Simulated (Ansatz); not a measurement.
# Hf2N: tests of the settings

Aim, for Hf2N: see how the occupation rule and width moves the results.

Method: DFT PBEsol, scalar-relativistic, plane waves, PAW, in Ansatz 0.2.0.

3 further runs of the same task are left out: 2 for a known fault of the program, 1 set aside as unsound or not needed. Runs told in other sessions of the task aren't counted.

### Step 1. The starting structure

The structure is tetragonal, space group P4_2/mnm (No. 136). Conventional cell: a = 5.313 Å, b = 5.313 Å, c = 3.242 Å, α = 90.00°, β = 90.00°, γ = 90.00°. Hf (site symmetry m2m) has 3 N at 2.22 to 2.23 Å in its first shell of neighbours. N (site symmetry mmm) has 6 Hf at 2.22 to 2.23 Å in its first shell of neighbours.

Coordinates:

```xyz
6
Lattice="5.3131 0.0000 0.0000 0.0000 5.3131 0.0000 0.0000 0.0000 3.2421" Properties=species:S:1:pos:R:3 pbc="T T T"
Hf    1.5702    1.5702    0.0000
Hf    3.7429    3.7429    0.0000
Hf    4.2268    1.0863    1.6210
Hf    1.0863    4.2268    1.6210
N     0.0000    0.0000    0.0000
N     2.6566    2.6566    1.6210
```

The structure comes from the Materials Project (structure only); it is used as listed.

### Step 2. The base input

Contents of input.yaml:

```yaml
crystal:
  lattice:
    - [5.31312402, 0.0, 0.0]
    - [0.0, 5.31312402, 0.0]
    - [0.0, 0.0, 3.24209839]
  atoms:
    - { symbol: Hf, position: [0.29553637, 0.29553637, 0.0] }
    - { symbol: Hf, position: [0.70446363, 0.70446363, 0.0] }
    - { symbol: Hf, position: [0.79553637, 0.20446363, 0.5] }
    - { symbol: Hf, position: [0.20446363, 0.79553637, 0.5] }
    - { symbol: "N", position: [0.0, 0.0, 0.0] }
    - { symbol: "N", position: [0.5, 0.5, 0.5] }
basis:
  ecutwfc: 420
kpoints:
  mp_grid: { grid: [8, 8, 12] }
hamiltonian:
  xc: pbesol
scf:
  occupations: { method: gaussian, width: 0.1 }
output:
  forces: true
  stress: true
  eigenvalues: true
  populations: true
```

Its results, from an earlier run: -10526.1809 eV/atom at zero smearing, pressure -2.27 GPa, largest force 0.004 eV/Å, no gap on the mesh, in 8 SCF cycles and 20 s.

### Step 3. Occupation rule and width set to Gaussian 0.02 eV

Contents of input.yaml:

```yaml
crystal:
  lattice:
    - [5.31312402, 0.0, 0.0]
    - [0.0, 5.31312402, 0.0]
    - [0.0, 0.0, 3.24209839]
  atoms:
    - { symbol: Hf, position: [0.29553637, 0.29553637, 0.0] }
    - { symbol: Hf, position: [0.70446363, 0.70446363, 0.0] }
    - { symbol: Hf, position: [0.79553637, 0.20446363, 0.5] }
    - { symbol: Hf, position: [0.20446363, 0.79553637, 0.5] }
    - { symbol: "N", position: [0.0, 0.0, 0.0] }
    - { symbol: "N", position: [0.5, 0.5, 0.5] }
basis:
  ecutwfc: 420
kpoints:
  mp_grid: { grid: [8, 8, 12] }
hamiltonian:
  xc: pbesol
scf:
  occupations: { method: gaussian, width: 0.02 }
output:
  forces: true
  stress: true
  eigenvalues: true
```

On the command line:

```sh
> ansatz run input.yaml --threads 1 --pin off --max-ram 2560MiB --backend cpu --events-out ev --progress --plain --runs-dir out
```

### Step 4. Occupation rule and width: Gaussian 0.05 eV

input.yaml: that of step 3 with these lines changed.

```diff
@@ -19,3 +19,3 @@
 scf:
-  occupations: { method: gaussian, width: 0.02 }
+  occupations: { method: gaussian, width: 0.05 }
 output:
```

### Step 5. Occupation rule and width: Gaussian 0.3 eV

input.yaml: that of step 4 with these lines changed.

```diff
@@ -19,3 +19,3 @@
 scf:
-  occupations: { method: gaussian, width: 0.05 }
+  occupations: { method: gaussian, width: 0.3 }
 output:
```

### Step 6. Occupation rule and width set to Fermi–Dirac 0.01 eV

input.yaml: that of step 5 with these lines changed.

```diff
@@ -19,3 +19,3 @@
 scf:
-  occupations: { method: gaussian, width: 0.3 }
+  occupations: { method: fermi_dirac, width: 0.01 }
 output:
```

### Step 7. Occupation rule and width: Fermi–Dirac 0.05 eV

input.yaml: that of step 6 with these lines changed.

```diff
@@ -19,3 +19,3 @@
 scf:
-  occupations: { method: fermi_dirac, width: 0.01 }
+  occupations: { method: fermi_dirac, width: 0.05 }
 output:
```

### Step 8. Occupation rule and width set to Fermi–Dirac 0.1 eV

input.yaml: that of step 7 with these lines changed.

```diff
@@ -19,3 +19,3 @@
 scf:
-  occupations: { method: fermi_dirac, width: 0.05 }
+  occupations: { method: fermi_dirac, width: 0.1 }
 output:
```

### Step 9. Occupation rule and width set to Methfessel–Paxton 0.02 eV

input.yaml: that of step 8 with these lines changed.

```diff
@@ -19,3 +19,3 @@
 scf:
-  occupations: { method: fermi_dirac, width: 0.1 }
+  occupations: { method: methfessel_paxton, width: 0.02 }
 output:
```

### Step 10. Occupation rule and width set to Methfessel–Paxton 0.3 eV

input.yaml: that of step 9 with these lines changed.

```diff
@@ -19,3 +19,3 @@
 scf:
-  occupations: { method: methfessel_paxton, width: 0.02 }
+  occupations: { method: methfessel_paxton, width: 0.3 }
 output:
```

### Step 11. Occupation rule and width set to cold 0.01 eV

input.yaml: that of step 10 with these lines changed.

```diff
@@ -19,3 +19,3 @@
 scf:
-  occupations: { method: methfessel_paxton, width: 0.3 }
+  occupations: { method: cold, width: 0.01 }
 output:
```

### Step 12. Occupation rule and width: cold 0.02 eV

input.yaml: that of step 11 with these lines changed.

```diff
@@ -19,3 +19,3 @@
 scf:
-  occupations: { method: cold, width: 0.01 }
+  occupations: { method: cold, width: 0.02 }
 output:
```

### Step 13. Occupation rule and width set to cold 0.3 eV

input.yaml: that of step 12 with these lines changed.

```diff
@@ -19,3 +19,3 @@
 scf:
-  occupations: { method: cold, width: 0.02 }
+  occupations: { method: cold, width: 0.3 }
 output:
```

### Step 14. Occupation rule and width: tetrahedron

input.yaml: that of step 13 with these lines changed.

```diff
@@ -19,3 +19,3 @@
 scf:
-  occupations: { method: cold, width: 0.3 }
+  occupations: { method: tetrahedron }
 output:
```

(Steps that only read results are left out.)

Q: Predict the outcome of the series: the values and the trend.

**Answer**, as computed:

| quantity | value |
| --- | --- |
| largest energy shift, occupation rule and width | -0.24 meV/atom at tetrahedron |

In words: Smearing shifts the free energy by as much as 8.13 meV/atom (Gaussian 0.3); extrapolating to zero width leaves 0.24 at most. For the widths that shift F most, the extrapolation takes out most of the shift. In a metal, forces and stress under tetrahedra need not match the slope of their energy. The runs treat Hf without spin-orbit coupling.
